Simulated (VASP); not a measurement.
# C (Fd-3m) in VASP: a series of runs

One crystal, C, is run at these levels: SCAN0, PBE; tasks: band structure, G0W0 quasiparticle levels.

Everything below comes from runs of VASP 6.6.1. Logs are shortened: lines on timing, memory, paths and dates and some standing lists are left out, and cuts for length are marked.

### 1 The structure

The structure is cubic, space group Fd-3m (No. 227). The conventional cell has a = 3.567 Å, b = 3.567 Å, c = 3.567 Å, α = 90.00°, β = 90.00°, γ = 90.00°. C (site symmetry -43m) has 4 C at 1.54 Å as nearest neighbours.

This isn't the form of C at room conditions, which is graphite.

### 2 Band structure, SCAN0

Input file POSCAR:

```
C
1.0
    0.0000000000      1.7833700000      1.7833700000
    1.7833700000      0.0000000000      1.7833700000
    1.7833700000      1.7833700000      0.0000000000
C
2
Direct
    0.7500000000      0.7500000000      0.7500000000
    0.5000000000      0.5000000000      0.5000000000
```

Input file INCAR.step1:

```
SYSTEM = C
ALGO = Normal ; EDIFF = 1E-5
ENCUT = 520 ; GGA = PE
ISIF = 2 ; ISMEAR = -1
LASPH = .TRUE. ; LCHARG = .FALSE.
LREAL = .FALSE. ; LWAVE = .TRUE.
NBANDS = 11 ; NELM = 100
PREC = Accurate ; SIGMA = 0.05
```

Input file INCAR.step2:

```
SYSTEM = C
AEXX = 0.25 ; ALGO = Normal
EDIFF = 1E-7 ; ENCUT = 520
HFRCUT = -1 ; ISIF = 2
ISMEAR = -1 ; ISTART = 1
LASPH = .TRUE. ; LCHARG = .FALSE.
LHFCALC = .TRUE. ; LMIXTAU = .TRUE.
LREAL = .FALSE. ; LWAVE = .FALSE.
METAGGA = SCAN ; NBANDS = 11
NELM = 100 ; PREC = Accurate
PRECFOCK = Normal ; SIGMA = 0.05
```

Input file KPOINTS:

```
k-points
0
G
  7 7 7
  0 0 0
```

Input file KPOINTS_OPT:

```
path GXWKGLUWLK,UX
12
line-mode
reciprocal
 0.0000000000  0.0000000000  0.0000000000  G
 0.5000000000  0.0000000000  0.5000000000  X

 0.5000000000  0.0000000000  0.5000000000  X
 0.5000000000  0.2500000000  0.7500000000  W

 0.5000000000  0.2500000000  0.7500000000  W
 0.3750000000  0.3750000000  0.7500000000  K

 0.3750000000  0.3750000000  0.7500000000  K
 0.0000000000  0.0000000000  0.0000000000  G

 0.0000000000  0.0000000000  0.0000000000  G
 0.5000000000  0.5000000000  0.5000000000  L

 0.5000000000  0.5000000000  0.5000000000  L
 0.6250000000  0.2500000000  0.6250000000  U

 0.6250000000  0.2500000000  0.6250000000  U
 0.5000000000  0.2500000000  0.7500000000  W

 0.5000000000  0.2500000000  0.7500000000  W
 0.5000000000  0.5000000000  0.5000000000  L

 0.5000000000  0.5000000000  0.5000000000  L
 0.3750000000  0.3750000000  0.7500000000  K

 0.6250000000  0.2500000000  0.6250000000  U
 0.5000000000  0.0000000000  0.5000000000  X
```

Potentials or basis: VASP PAW PBE potentials, release 64 (C).

Run with:

```bash
$ cat potpaw_PBE.64/C/POTCAR > POTCAR
$ cp INCAR.step1 INCAR
$ mpirun -np 1 vasp_std > vasp.out
$ cp INCAR.step2 INCAR
$ mpirun -np 1 vasp_std > vasp.out
```

OUTCAR:

```text
SYSTEM = C
   AEXX = 0.25
   EDIFF = 1E-7
   ENCUT = 520
   ISIF = 2
   ISMEAR = -1
   ISTART = 1
   LASPH = .TRUE.
   LHFCALC = .TRUE.
   LREAL = .FALSE.
   METAGGA = SCAN
   NELM = 100
   PREC = Accurate
   PRECFOCK = Normal

 ion  position               nearest neighbor table
   1  0.750  0.750  0.750-   2 1.54   2 1.54   2 1.54   2 1.54
   2  0.500  0.500  0.500-   1 1.54   1 1.54   1 1.54   1 1.54

  LATTYP: Found a face centered cubic cell.
 ALAT       =     3.5667400000

  Lattice vectors:

 A1 = (   0.0000000000,   1.7833700000,   1.7833700000)
 A2 = (   1.7833700000,   0.0000000000,   1.7833700000)
 A3 = (   1.7833700000,   1.7833700000,   0.0000000000)

Analysis of symmetry for initial positions (statically):
=====================================================================
 Subroutine PRICEL returns:
 Original cell was already a primitive cell.

 Routine SETGRP: Setting up the symmetry group for a
 face centered cubic supercell.

 Subroutine GETGRP returns: Found 48 space group operations
 (whereof 24 operations were pure point group operations)
 out of a pool of 48 trial point group operations.

The static configuration has the point symmetry T_d .
 The point group associated with its full space group is O_h .

Analysis of symmetry for dynamics (positions and initial velocities):
=====================================================================
 Subroutine PRICEL returns:
 Original cell was already a primitive cell.

 Routine SETGRP: Setting up the symmetry group for a
 face centered cubic supercell.

 Subroutine GETGRP returns: Found 48 space group operations
 (whereof 24 operations were pure point group operations)
 out of a pool of 48 trial point group operations.

The dynamic configuration has the point symmetry T_d .
 The point group associated with its full space group is O_h .

 Subroutine INISYM returns: Found 48 space group operations
 (whereof 24 operations are pure point group operations),
 and found     1 'primitive' translations

----------------------------------------------------------------------------------------

                                     Primitive cell

  volume of cell :      11.3437

  direct lattice vectors                    reciprocal lattice vectors
     0.000000000  1.783370000  1.783370000    -0.280368067  0.280368067  0.280368067
     1.783370000  0.000000000  1.783370000     0.280368067 -0.280368067  0.280368067
     1.783370000  1.783370000  0.000000000     0.280368067  0.280368067 -0.280368067

  length of vectors
     2.522066041  2.522066041  2.522066041     0.485611737  0.485611737  0.485611737

  position of ions in fractional coordinates (direct lattice)
     0.750000000  0.750000000  0.750000000
     0.500000000  0.500000000  0.500000000

  ion indices of the primitive-cell ions
   primitive index   ion index
                 1           1
                 2           2

----------------------------------------------------------------------------------------

 KPOINTS: k-points

Automatic generation of k-mesh.
 Grid dimensions read from file:
 generate k-points for:    7    7    7

 Generating k-lattice:

  Cartesian coordinates                     Fractional coordinates (reciprocal lattice)
    -0.040052581  0.040052581  0.040052581     0.142857143  0.000000000  0.000000000
     0.040052581 -0.040052581  0.040052581     0.000000000  0.142857143  0.000000000
     0.040052581  0.040052581 -0.040052581     0.000000000  0.000000000  0.142857143

  Length of vectors
     0.069373105  0.069373105  0.069373105

  Shift w.r.t. Gamma in fractional coordinates (k-lattice)
     0.000000000  0.000000000  0.000000000

 Subroutine IBZKPT returns following result:
 ===========================================

 Found     20 irreducible k-points:

 Following reciprocal coordinates:
            Coordinates               Weight
  0.000000  0.000000  0.000000      1.000000
  0.142857  0.000000  0.000000      8.000000
  0.285714  0.000000  0.000000      8.000000
  0.428571  0.000000  0.000000      8.000000
  0.142857  0.142857  0.000000      6.000000
  0.285714  0.142857  0.000000     24.000000
[... 12 lines left out ...]
 -0.428571  0.428571  0.142857     24.000000
 -0.285714  0.428571  0.142857     24.000000
   k-points           NKPTS =     20   k-points in BZ     NKDIM =    343   number of bands    NBANDS=     11
   number of dos      NEDOS =    301   number of ions     NIONS =      2
   total plane-waves  NPLWV =   8000
   dimension x,y,z NGX =    20 NGY =   20 NGZ =   20
   dimension x,y,z NGXF=    40 NGYF=   40 NGZF=   40
   ions per type =               2
   NGX,Y,Z   is equivalent  to a cutoff of  13.18, 13.18, 13.18 a.u.
   NGXF,Y,Z  is equivalent  to a cutoff of  26.37, 26.37, 26.37 a.u.
 SYSTEM =  C
   PREC   = accura    normal or accurate (medium, high low for compatibility)
   ISTART =      1    job   : 0-new  1-cont  2-samecut
   ICHARG =      0    charge: 1-file 2-atom 10-const
   ISPIN  =      1    spin polarized calculation?
   LNONCOLLINEAR =      F non collinear calculations
   LSORBIT =      F    spin-orbit coupling
   LASPH  =      T    aspherical Exc in radial PAW
   ENCUT  =  520.0 eV  38.22 Ry    6.18 a.u.   4.69  4.69  4.69*2*pi/ulx,y,z
   NELM   =    100;   NELMIN=  2; NELMDL=  0     # of ELM steps
   EDIFF  = 0.1E-06   stopping-criterion for ELM
   LREAL  =      F    real-space projection
   EDIFFG = 0.1E-05   stopping-criterion for IOM
   NSW    =      0    number of steps for IOM
   IBRION =     -1    ionic relax: 0-MD 1-quasi-New 2-CG
   NFREE  =      0    steps in history (QN), initial steepest desc. (CG)
   ISIF   =      2    stress and relaxation
   ISYM   =      3    0-nonsym 1-usesym 2-fastsym
   POTIM  = 0.5000    time-step for ionic-motion
   TEBEG  =    0.0;   TEEND  =   0.0 temperature during run
   PSTRESS=    0.0 pullay stress
   NELECT =       8.0000    total number of electrons
   NUPDOWN=      -1.0000    fix difference up-down
   EMIN   =  10.00;   EMAX   =-10.00  energy-range for DOS
   EFERMI =   0.00;   METHOD = LEGACY
   ISMEAR =    -1;   SIGMA  =   0.05  broadening in eV -4-tet -1-fermi 0-gaus
   EFERMI_NEDOS =   21; number of points for ismear=-14 and -15
   IALGO  =     38    algorithm
   IMIX   =      1    mixing-type and parameters
     AMIX     =   0.40;   BMIX     =  1.00
     AMIX_MAG =   1.60;   BMIX_MAG =  1.00
  volume/ion in A,a.u.               =       5.67        38.28
  Fermi-wavevector in a.u.,A,eV,Ry     =   1.457203  2.753714 28.891161  2.123440
  Thomas-Fermi vector in A             =   2.574032
   LORBIT       =      0    0 simple, 1 ext, 2 COOP (PROOUT), +10 PAW based schemes
   METAGGA = SCAN    functional components
   LHFCALC =     T    Hartree Fock is set to
   PRECFOCK=normal    Normal, Fast or Accurate (Low or Medium for compatibility)
   ENCUT4O =  -1.0   cutoff for four orbital integrals eV
   NKREDX  =     1    reduce k-point grid by
   NKREDY  =     1    reduce k-point grid by
   NKREDZ  =     1    reduce k-point grid by
   AEXX    =    0.2500 exact exchange contribution
   HFSCREEN=    0.0000 screening length (either q_TF or 0.3 A-1)
   HFSCREENC=   0.0000 screening length for correlation (either q_TF or 0.3 A-1)
   ENCUTFOCK=  -1.0 apply spherical cutoff to Coloumb kernel
   IVDW    =     0    specifies the selected vdW correction
   LEPSILON=     F    determine dielectric tensor
   LRPA    =     F    only Hartree local field effects (RPA)
 non-spin polarized calculation
  energy-cutoff  :      520.00
  volume of cell :       11.34
 maximum number of plane-waves:       314
  NGX = 16; NGY = 16; NGZ = 16

 number of electron       7.9999999 magnetization

 Free energy of the ion-electron system (eV)
  ---------------------------------------------------
  ext. energy  EPLUGINS =         0.00000000
  ---------------------------------------------------
  free energy    TOTEN  =       -23.42197729 eV

  energy without entropy =      -23.42197729  energy(sigma->0) =      -23.42197729

 E-fermi :   9.7920     XC(G=0): -10.9346

 val. band max:        8.6841004309   @ k =   0.0000   0.0000   0.0000
 cond. band min:      15.0832035713   @ k =   0.4286   0.4286   0.0000
 fundamental gap:      6.3991031404
 Fermi energy:         9.7920442494

 k-point     1 :       0.0000    0.0000    0.0000
  band No.  band energies     occupation
      1     -15.4998      2.00000
      2       8.6841      2.00000
      3       8.6841      2.00000
      4       8.6841      2.00000
      5      16.6960      0.00000
      6      16.6960      0.00000
      7      16.6960      0.00000
      8      25.1966      0.00000
      9      30.9319      0.00000
     10      38.3008      0.00000
     11      38.3008      0.00000

 k-point     2 :       0.1429    0.0000    0.0000
  band No.  band energies     occupation
      1     -14.8725      2.00000
      2       5.3628      2.00000
      3       7.7969      2.00000
      4       7.7969      2.00000
      5      17.8808      0.00000
      6      17.8808      0.00000
      7      18.2999      0.00000
      8      25.7622      0.00000
      9      31.8863      0.00000
     10      34.8141      0.00000
     11      34.8141      0.00000

 k-point     3 :       0.2857    0.0000    0.0000
  band No.  band energies     occupation
      1     -13.0294      2.00000
      2      -0.1172      2.00000
      3       6.4294      2.00000
      4       6.4294      2.00000
      5      19.4388      0.00000
      6      19.4388      0.00000
      7      19.6088      0.00000
      8      27.0312      0.00000
      9      32.7331      0.00000
     10      34.3197      0.00000
     11      34.3197      0.00000
[... 211 lines left out ...]
 k-point    19 :      -0.4286    0.4286    0.1429
  band No.  band energies     occupation
      1      -7.6019      2.00000
      2      -3.1978      2.00000
      3       0.2574      2.00000
      4       1.0112      2.00000
      5      18.1212      0.00000
      6      19.3782      0.00000
      7      25.7515      0.00000
      8      28.1836      0.00000
      9      33.4700      0.00000
     10      35.0676      0.00000
     11      42.2050      0.00000

 k-point    20 :      -0.2857    0.4286    0.1429
  band No.  band energies     occupation
      1      -6.1694      2.00000
      2      -4.2484      2.00000
      3      -1.4623      2.00000
      4       1.3431      2.00000
      5      19.3486      0.00000
      6      23.3676      0.00000
      7      24.7773      0.00000
      8      25.6189      0.00000
      9      31.4469      0.00000
     10      35.4281      0.00000
     11      40.0678      0.00000

------------------------ aborting loop because EDIFF is reached ----------------------------------------

  FORCE on cell =-STRESS in cart. coord.  units (eV):
  Direction    XX          YY          ZZ          XY          YZ          ZX
  --------------------------------------------------------------------------------------
  -------------------------------------------------------------------------------------
  Total       -0.7943507     -0.7943507     -0.7943507      0.0000000      0.0000000      0.0000000
  in kB     -112.1937064   -112.1937064   -112.1937064      0.0000000      0.0000000      0.0000000
  external PRESSURE =    -112.1937064 kB  Pullay stress =       0.0000000 kB

 VOLUME and BASIS-vectors are now :
 -----------------------------------------------------------------------------
  energy-cutoff  :      520.00
  volume of cell :       11.34
      direct lattice vectors                 reciprocal lattice vectors
     0.000000000  1.783370000  1.783370000    -0.280368067  0.280368067  0.280368067
     1.783370000  0.000000000  1.783370000     0.280368067 -0.280368067  0.280368067
     1.783370000  1.783370000  0.000000000     0.280368067  0.280368067 -0.280368067

 POSITION                                       TOTAL-FORCE (eV/Angst)
 -----------------------------------------------------------------------------------
      2.67505      2.67505      2.67505         0.000000      0.000000      0.000000
      1.78337      1.78337      1.78337        -0.000000     -0.000000     -0.000000
 -----------------------------------------------------------------------------------
    total drift:                                0.000000      0.000000      0.000000

  FREE ENERGIE OF THE ION-ELECTRON SYSTEM (eV)
  ---------------------------------------------------
  free  energy   TOTEN  =       -23.4219772919 eV

  energy  without entropy=      -23.4219772919  energy(sigma->0) =      -23.42197729
```

It took 13 min on 1 thread of Intel Xeon 6975P-C (Granite Rapids), shared host; peak memory 0.16 GiB.

Results:

* Free energy: -23.4220 eV
* Pressure: -11.2 GPa
* Band gap on the k mesh: 6.40 eV, indirect (least direct gap 8.01 eV)
* Band gap along the path: 6.27 eV, indirect (least direct gap 8.01 eV)

Levels at the corners of the path, in eV from the valence-band top:
```
point  band 1  band 2  band 3  band 4  band 5  band 6  band 7  band 8  band 9
    Γ  -24.18    0.00    0.00    0.00    8.01    8.01    8.01   16.51   22.25
    X  -14.51  -14.51   -7.05   -7.05    6.92    6.92   20.75   20.75   27.15
    X  -14.51  -14.51   -7.05   -7.05    6.92    6.92   20.75   20.75   27.15
    W  -13.68  -13.68   -9.24   -9.24   13.37   13.37   15.53   15.53   25.11
    W  -13.68  -13.68   -9.24   -9.24   13.37   13.37   15.53   15.53   25.11
    K  -14.82  -13.34  -10.33   -6.01    7.93   13.58   17.95   19.31   22.00
    K  -14.82  -13.34  -10.33   -6.01    7.93   13.58   17.95   19.31   22.00
    Γ  -24.18    0.00    0.00    0.00    8.01    8.01    8.01   16.51   22.25
    Γ  -24.18    0.00    0.00    0.00    8.01    8.01    8.01   16.51   22.25
    L  -17.87  -14.97   -3.15   -3.15   11.16   11.16   11.41   19.06   25.45
    L  -17.87  -14.97   -3.15   -3.15   11.16   11.16   11.41   19.06   25.45
    U  -14.82  -13.34  -10.33   -6.01    7.93   13.58   17.95   19.31   22.00
    U  -14.82  -13.34  -10.33   -6.01    7.93   13.58   17.95   19.31   22.00
    W  -13.68  -13.68   -9.24   -9.24   13.37   13.37   15.53   15.53   25.11
    W  -13.68  -13.68   -9.24   -9.24   13.37   13.37   15.53   15.53   25.11
    L  -17.87  -14.97   -3.15   -3.15   11.16   11.16   11.41   19.06   25.45
    L  -17.87  -14.97   -3.15   -3.15   11.16   11.16   11.41   19.06   25.45
    K  -14.82  -13.34  -10.33   -6.01    7.93   13.58   17.95   19.31   22.00
    U  -14.82  -13.34  -10.33   -6.01    7.93   13.58   17.95   19.31   22.00
    X  -14.51  -14.51   -7.05   -7.05    6.92    6.92   20.75   20.75   27.15
```

Caveat: the k mesh is coarse (spacing up to 0.44 Å⁻¹), so the values aren't converged, least of all with exact exchange; the PAW data sets were made with another functional, which shifts forces and pressure a little; the mesh misses the band edges, which the band path finds closer together.

(Part 1 of 2 ends here.)
